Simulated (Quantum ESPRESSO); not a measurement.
P:

```
CELL_PARAMETERS angstrom
1.64774 -5.46504 0.00000
1.64774 5.46504 0.00000
0.00000 0.00000 4.54364
ATOMIC_POSITIONS crystal
P 0.90414 0.09586 0.58882
P 0.09586 0.90414 0.41118
P 0.59586 0.40414 0.08882
P 0.40414 0.59586 0.91118
```

Base run:

* Program: Quantum ESPRESSO 7.5
* Functional: PBE
* Potentials or basis: SG15 PBE 1.2
* Cutoff: 599 eV
* Density cutoff: 2395 eV
* k mesh: 6 × 6 × 4
* Occupations: fermi-dirac, width 0.05 eV
* Spin: no spin polarisation

Its results: band gap on the k mesh 0.10 eV, direct; pressure 2.0 GPa; largest force 0.373 eV/Å.

Problem. The run is repeated on the same cell with these changes: functional from PBE to r2SCAN; k mesh from 6 × 6 × 4 to 8 × 8 × 6. What comes out?

Solution. Band gap on the k mesh 0.21 eV, direct; pressure 1.1 GPa; largest force 0.226 eV/Å.

Several settings changed at once, so the effect can't be laid on one alone.

Caveats: the potentials were made for another functional, which shifts forces and pressure (some runs).
